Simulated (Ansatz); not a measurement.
# Ni: is there a lower state than plain starts find?

Aim: test whether Ni has a self-consistent state below the best one that plain SCF starts reached, by the runs listed below. Ni is taken in the measured crystal structure (space group Fm-3m, primitive cell doubled), 2 atoms in the cell. Source: COD entry 9013034, which need not be the ambient phase.

The COD cell was measured well above room temperature, so it is larger than a cold one.

Program: Ansatz 0.2.0. Level of theory: DFT PBE, PAW, plane waves, scalar-relativistic. These are calculated values, not measurements.

## Step 1: Starting point

It takes space group Fm-3m (No. 225, cubic). Conventional cell: a = 3.615 Å, b = 3.615 Å, c = 3.615 Å, α = 90.00°, β = 90.00°, γ = 90.00°. Around Ni (site symmetry m-3m) lie 12 Ni at 2.56 Å.

Coordinates:

```xyz
2
Lattice="3.6150 1.8075 1.8075 1.8075 3.6150 1.8075 1.8075 1.8075 3.6150" Properties=species:S:1:pos:R:3 pbc="T T T"
Ni    0.0000    0.0000    0.0000
Ni    3.6150    3.6150    3.6150
```

Atoms are counted from 1 in the order of input.yaml (Ni2 and so on).

Known so far: 7 plain starts ended in 3 states. The lowest came from “spin on, no moments given (the program may seed its own), plain SCF”: ferromagnetic, site moments Ni1 0.69, Ni2 0.69 μB, total 1.30 μB per cell, no gap on the k-mesh, free energy -11679.4193 eV.

Runs to come: parallel moments, default search for lower states; opposed moments +-, default search for lower states; the moments typed in its input, symmetry off, plain SCF; the moments typed in its input, standard search for lower states.

A plain SCF has the search for lower states switched off and ends at the first converged state. The default search runs further SCF cycles only where the state itself hints at a lower one. The standard and full searches may also try other magnetic orders and fillings, and need not reach the lowest state. With a search on, the program may also reshape the start on open shells. 

The total moment includes the space between the atomic spheres.

## Step 2: Parallel moments, default search for lower states

The input, input.yaml:

```yaml
crystal:
  lattice:
    - [3.615, 1.8075, 1.8075]
    - [1.8075, 3.615, 1.8075]
    - [1.8075, 1.8075, 3.615]
  atoms:
    - { symbol: Ni, position: [0.0, 0.0, 0.0], spin: 2.0 }
    - { symbol: Ni, position: [0.5, 0.5, 0.5], spin: 2.0 }
magnetization:
  spin_polarized: true
hamiltonian:
  xc: pbe
  pseudopotentials: { kind: paw }
basis:
  ecutwfc: 420
kpoints:
  mp_grid: { grid: [13, 13, 13] }
scf:
  occupations: { method: fermi_dirac, width: 0.1 }
output:
  forces: true
  stress: true
```

Command:

```bash
$ ansatz run input.yaml --threads 2 --pin off --max-ram 5120MiB --backend cpu --events-out ev --progress --plain --runs-dir out
```

The log of the run, shortened:

```text
basis.fft_grid_basis auto: the FFT boxes are laid along the combinations [[1, 0, -1], [0, 1, -1], [0, 0, 1]] of the cell's own vectors, 2.556, 2.556 and 4.427 Å long. The dense box has 18×18×30 points. Along the cell's own vectors, as sized, it would have 30×30×30, 2.78 times as many. [...]
Pseudopotentials: kind: paw
Pseudopotential: Ni, paw, valence charge 18, recommended cutoff 420 eV (normal), Ni.paw.azcp
Functional definition: PBE
[...]
Crystal: 2 atoms, lattice volume = 23.621 Å³
Basis set: ecut = 420 eV, 487 PW (Γ), FFT grids on a1−a3, a2−a3, a3, exchange–correlation on 36×36×60 points (8 copies of the dense FFT grid, shifted against one another)
Bands: 24, of which v1, the nominal top of the filled ones, is band 18 counted from 1 (17 counted from 0)
Symmetry: 24 space group operations
Space group: Fm-3m (ITA 225), of the structure as read, at distance tolerance 2.9e-5 Å
Magnetic group: BNS 225.116 (UNI 1618), of the structure as read, at distance tolerance 2.9e-5 Å
k-points: 231 of 2197
[...]
Starting moments: Σ|m| = 4 μB on 2 of 2 sites
[...]
SCF iter   1: F=—  HF=-11678.240495 eV  |F-HF|=—  |Δ(HF+E_count)|=         —  Δρ=1.46e-1 (↑1.46e-1 ↓8.79e-2)  dr2=6.92e-1  dr2_m=2.90e0  M=1.941 μB ∫|m|=2.096 μB  β_m=0.30  ethr=1.92e-3  ⟨swp⟩=1.0  Hψ=54735  notcnv=0
[...]
SCF iter   9: F=-11679.419335 eV  HF=-11679.419335 eV  |F-HF|=5.98e-10  |Δ(HF+E_count)|=   1.81e-8  Δρ=2.43e-6 (↑3.53e-7 ↓2.43e-6)  dr2=8.22e-10  dr2_m=2.98e-10  M=1.296 μB ∫|m|=1.491 μB  ethr=2.06e-10  ⟨swp⟩=2.8  Hψ=39289  notcnv=0
[...]
SCF converged after 9 iterations
Magnetization: 1.2958 μB (18.6479 up, 17.3521 down)
Absolute magnetization: 1.4927 μB (∫|ρ↑−ρ↓|, with the PAW one-centre terms)
Spin contamination: 0.0166 ħ² per cell (⟨S²⟩ above its minimum at these occupations)
Per-site moments (μB) at R_I (Å): [(0.6889699566030902, 1.054428793270615), (0.6889699566030901, 1.054428793270615)]
Free energy (F): -11679.419335 eV
[...]
E sigma→0 (E₀):  -11679.362481 eV
Entropy (-TS):   -0.113709 eV (-56.854 meV/atom)
Fermi energy:    16.382168 eV
[... 24 lines left out: energy terms, forces, stress ...]
```

Wall time 9.4 s (2 threads of Arm Neoverse V2, shared host); peak memory 0.47 GiB.

This is the state of step 1 again (ferromagnetic), after 9 iterations.

## Step 3: Opposed moments +-, default search for lower states

input.yaml, as its differences from that of step 2:

```diff
@@ -7,3 +7,3 @@
     - { symbol: Ni, position: [0.0, 0.0, 0.0], spin: 2.0 }
-    - { symbol: Ni, position: [0.5, 0.5, 0.5], spin: 2.0 }
+    - { symbol: Ni, position: [0.5, 0.5, 0.5], spin: -2.0 }
 magnetization:
```

Command:

```bash
$ ansatz run input.yaml --threads 2 --pin off --max-ram 5120MiB --backend cpu --events-out ev --progress --plain --runs-dir out
```

The log of the run, shortened:

```text
[... 12 lines as in an earlier run ...]
Symmetry: 12 space group operations
Space group: R-3m (ITA 166), of the structure as read, at distance tolerance 2.9e-5 Å
Magnetic group: BNS 166.102 (UNI 1332), of the structure as read, at distance tolerance 2.9e-5 Å
[... 5 lines as in an earlier run ...]
Starting moments: Σ|m| = 4 μB on 2 of 2 sites
Starting magnetic order: antiferromagnet; a translation exchanges its spin sublattices: spin-degenerate at every k-point
[... 2 lines as in an earlier run ...]
spin-down is spin-up translated by (0.5, 0.5, 0.5): one eigenproblem is solved per k-point and the antiferromagnetic symmetry of the starting moments is kept exactly by this SCF (crystal.symmetry.spin_inversion_symmetry: false solves both channels; [...]
SCF iter   1: F=—  HF=-11678.250229 eV  |F-HF|=—  |Δ(HF+E_count)|=         —  Δρ=1.57e-1 (↑1.57e-1 ↓1.57e-1)  dr2=6.42e-1  dr2_m=5.11e0  M=0.000 μB ∫|m|=1.607 μB  β_m=0.30  ethr=1.79e-3  ⟨swp⟩=1.2  Hψ=27701  notcnv=0
[...]
the run went on to a lower state, not held to the crystal's whole symmetry: an SCF along what the orbitals of the run's state read of its open shells (or to have them read: on a GPU, or by another smearing), with the run's symmetry operations kept and the antiferromagnet's [...]
WARN: the starting moments were not kept: 1 of 2 ended reversed and 1 kept their direction, counting a site from 0.1 of the cell's largest site moment. The largest reversed, site 0 (counted from 0, in the order of the report's site_moments_mub), started with +2.0 μB and closes at -6.9e-1 [...]
SCF converged after 3 iterations
Magnetization: -1.2958 μB (17.3521 up, 18.6479 down)
Absolute magnetization: 1.4927 μB (∫|ρ↑−ρ↓|, with the PAW one-centre terms)
Spin contamination: 0.0166 ħ² per cell (⟨S²⟩ above its minimum at these occupations)
Per-site moments (μB) at R_I (Å): [(-0.6889722264508897, 1.054428793270615), (-0.6889716321153669, 1.054428793270615)]
Free energy (F): -11679.419335 eV
[...]
E sigma→0 (E₀):  -11679.362481 eV
Entropy (-TS):   -0.113709 eV (-56.855 meV/atom)
Fermi energy:    16.382156 eV
[... 29 lines left out: energy terms, forces, stress, bands ...]
```

It took 92 s on 2 threads of Arm Neoverse V2, shared host; peak memory 1 GiB.

The run ends in the same state as step 1 (ferromagnetic); it took 29 iterations.

## Step 4: The moments typed in its input, symmetry off, plain SCF

input.yaml, as its differences from that of step 3:

```diff
@@ -8,2 +8,3 @@
     - { symbol: Ni, position: [0.5, 0.5, 0.5], spin: -2.0 }
+  symmetry: { detect: false, time_reversal: true }
 magnetization:
@@ -19,2 +20,3 @@
   occupations: { method: fermi_dirac, width: 0.1 }
+  lower_state_search: "off"
 output:
@@ -22 +24,5 @@
   stress: true
+  write_density: true
+  write_potential: true
+  elf: true
+  volumetric_format: npy
```

Command:

```bash
$ ansatz run input.yaml --threads 2 --pin off --max-ram 5120MiB --backend cpu --events-out ev --progress --plain --runs-dir out
```

The log of the run, shortened:

```text
basis.fft_grid_basis auto: the FFT boxes are laid along the combinations [[1, -1, 0], [0, 1, 0], [0, -1, 1]] of the cell's own vectors, 2.556, 4.427 and 2.556 Å long. The dense box has 18×30×18 points. Along the cell's own vectors, as sized, it would have 30×30×30, 2.78 times as many. [...]
[... 9 lines as in an earlier run ...]
Basis set: ecut = 420 eV, 487 PW (Γ), FFT grids on a1−a2, a2, −a2+a3, exchange–correlation on 36×60×36 points (8 copies of the dense FFT grid, shifted against one another)
[... 1 line as in an earlier run ...]
Symmetry: 1 space group operations
k-points: 1099 of 2197 (time reversal used)
[... 4 lines as in an earlier run ...]
Starting moments: Σ|m| = 4 μB on 2 of 2 sites
[... 2 lines as in an earlier run ...]
[...]
SCF converged after 28 iterations
Magnetization: -0.0000 μB (18.0000 up, 18.0000 down)
Absolute magnetization: 0.2613 μB (∫|ρ↑−ρ↓|, with the PAW one-centre terms)
Spin contamination: 0.0263 ħ² per cell (⟨S²⟩ above its minimum at these occupations)
Per-site moments (μB) at R_I (Å): [(0.12716224753517846, 1.054428793270615), (-0.12716973252231747, 1.054428793270615)]
Free energy (F): -11679.334980 eV
[...]
E sigma→0 (E₀):  -11679.241801 eV
Entropy (-TS):   -0.186357 eV (-93.179 meV/atom)
Fermi energy:    16.213831 eV
[...]
--- Forces (eV/Å), atoms counted from 1 ---
  atom   1  Ni     0.00001268     0.00001268     0.00001268
  atom   2  Ni    -0.00001268    -0.00001268    -0.00001268
[...]
--- Stress (GPa, compression-positive) ---
      -13.651864       0.010233       0.010233
        0.010233     -13.651864       0.010233
        0.010233       0.010233     -13.651864
  P = ⅓ Tr σ = -13.6519 GPa (-136.519 kbar)
--- Band table (eV; the first three rows and the last of 2198) ---
[... band rows left out ...]
[...]
```

It took 4 min on 2 threads of Arm Neoverse V2, shared host; peak memory 1.3 GiB.

End: antiferromagnetic (magnetic neighbours of Ni2 with a moment over 0.3 of its own that point the other way: 6 of 12 at 2.56 Å, 6 of 6 at 3.62 Å), site moments Ni1 0.13, Ni2 -0.13 μB, total 0.00 μB per cell, no gap on the k-mesh. Against step 1, the lowest until now, it is 42.2 meV/atom higher. The program's check reads this end as a saddle point, not a minimum.

## Step 5: The moments typed in its input, standard search for lower states

input.yaml, as its differences from that of step 4:

```diff
@@ -8,3 +8,2 @@
     - { symbol: Ni, position: [0.5, 0.5, 0.5], spin: -2.0 }
-  symmetry: { detect: false, time_reversal: true }
 magnetization:
@@ -20,3 +19,3 @@
   occupations: { method: fermi_dirac, width: 0.1 }
-  lower_state_search: "off"
+  lower_state_search: standard
 output:
```

Command:

```bash
$ ansatz run input.yaml --threads 2 --pin off --max-ram 5120MiB --backend cpu --events-out ev --progress --plain --runs-dir out
```

The log of the run, shortened:

```text
[... 1 line as in an earlier run ...]
the run goes by scf.lower_state_search standard: where its kind and settings allow, a search for a lower-energy state can add stability tests and further SCF calculations, which can take several times, in some runs tens of times, as long as the SCF (see the manual's entry of the key); [...]
[... 19 lines as in an earlier run ...]
Starting moments: Σ|m| = 4 μB on 2 of 2 sites
Starting magnetic order: antiferromagnet; a translation exchanges its spin sublattices: spin-degenerate at every k-point
[... 4 lines as in an earlier run ...]
SCF iter   1: F=—  HF=-11678.250238 eV  |F-HF|=—  |Δ(HF+E_count)|=         —  Δρ=1.57e-1 (↑1.57e-1 ↓1.57e-1)  dr2=6.42e-1  dr2_m=5.11e0  M=0.000 μB ∫|m|=1.607 μB  β_m=0.30  ethr=1.79e-3  ⟨swp⟩=1.2  Hψ=27712  notcnv=0
[...]
Starting moments: Σ|m| = 4 μB on 2 of 2 sites; this step starts from the density that it was given
[...]
[... 1 line as in an earlier run ...]
[...]
[... 1 line as in an earlier run ...]
[...]
SCF iter   3: F=-11679.419335 eV  HF=-11679.419335 eV  |F-HF|=1.35e-10  |Δ(HF+E_count)|=   2.46e-8  Δρ=7.55e-7 (↑9.61e-8 ↓7.55e-7)  dr2=1.69e-10  dr2_m=3.28e-11  M=1.296 μB ∫|m|=1.491 μB  ethr=3.91e-11  ⟨swp⟩=5.1  Hψ=59199  notcnv=0
[...]
[... 1 line as in an earlier run ...]
WARN: the starting moments were not kept: 1 of 2 ended reversed and 1 kept their direction, counting a site from 0.1 of the cell's largest site moment. The largest reversed, site 1 (counted from 0, in the order of the report's site_moments_mub), started with -2.0 μB and closes at +6.9e-1 [...]
SCF converged after 3 iterations
Magnetization: 1.2958 μB (18.6479 up, 17.3521 down)
Absolute magnetization: 1.4927 μB (∫|ρ↑−ρ↓|, with the PAW one-centre terms)
Spin contamination: 0.0166 ħ² per cell (⟨S²⟩ above its minimum at these occupations)
Per-site moments (μB) at R_I (Å): [(0.6889709301043235, 1.054428793270615), (0.6889725624250312, 1.054428793270615)]
Free energy (F): -11679.419335 eV
[...]
E sigma→0 (E₀):  -11679.362481 eV
Entropy (-TS):   -0.113709 eV (-56.855 meV/atom)
Fermi energy:    16.382156 eV
[... 29 lines left out: energy terms, forces, stress, bands ...]
```

Wall time 1.8 min (2 threads of Arm Neoverse V2, shared host); peak memory 1 GiB.

The run ends in the same state as step 1 (ferromagnetic); it took 32 iterations.

## Step 6: The runs side by side

| step | iterations | state | moments of Ni1 Ni2 (μB) | total (μB) | gap (eV) | pressure (GPa) | above lowest (meV/atom) |
| --- | --- | --- | --- | --- | --- | --- | --- |
| 1 | 11 | 1 | 0.69 0.69 | 1.30 | none | -12.9 | 0.0 |
| 2 | 9 | 1 | 0.69 0.69 | 1.30 | none | -12.9 | 0.0 |
| 3 | 29 | 1 | -0.69 -0.69 | -1.30 | none | -12.9 | 0.0 |
| 4 | 28 | 2 | 0.13 -0.13 | 0.00 | none | -13.7 | 42.2 |
| 5 | 32 | 1 | 0.69 0.69 | 1.30 | none | -12.9 | 0.0 |

States are numbered from the lowest. Starts by step: 2 parallel moments, default search for lower states; 3 opposed moments +-, default search for lower states; 4 the moments typed in its input, symmetry off, plain SCF; 5 the moments typed in its input, standard search for lower states. Step 1 is the best of the earlier plain starts.

The 4 runs of this session took 7.4 min in all, from 9.4 s to 4 min each.

Decimal logarithm of the largest residual (eV) by iteration, counted through all cycles of a run:

| iteration | step 2 | step 3 | step 4 | step 5 |
| --- | --- | --- | --- | --- |
| 1 | 0.5 | 0.7 | 0.5 | 0.7 |
| 2 | 0.3 | 0.5 | 0.3 | 0.5 |
| 3 | 0.0 | 0.8 | 0.1 | 0.8 |
| 4 | -1.3 | -1.3 | -1.2 | -1.4 |
| 5 | -4.1 | -2.4 | -1.6 | -2.4 |
| 7 | -6.2 | -4.0 | -2.2 | -4.0 |
| 9 | -9.1 | -4.8 | -3.6 | -4.9 |
| 12 | - | -8.4 | -2.3 | -8.1 |
| 15 | - | -2.3 | -1.5 | -11.5 |
| 18 | - | -8.5 | -4.6 | -3.1 |
| 21 | - | -2.9 | -7.3 | -8.5 |
| 24 | - | -6.0 | -6.7 | -4.9 |
| 26 | - | -7.5 | -7.0 | -6.0 |
| 29 | - | -9.7 | - | -7.9 |
| 32 | - | - | - | -9.8 |

## Step 7: Results

```
         quantity                                                      value
  distinct states  2 from 5 converged runs, the best start of step 1 counted
     lowest state                                              ferromagnetic
      its moments                                      Ni1 0.69, Ni2 0.69 μB
     total moment                                           1.30 μB per cell
gap on the k-mesh                                                       none
         pressure                                                  -12.9 GPa
    largest force                                                 0.000 eV/Å
       next state                    antiferromagnetic, 42.2 meV/atom higher
```

Nothing lower turns up: the best plain start stands. 5 runs converged, to 2 different states. The best antiferromagnetic state lies 42.2 meV/atom above the best ferromagnetic one. These are lowest states among those tried, not proven ground states. State 2 reads as a saddle point, which a small push may leave.
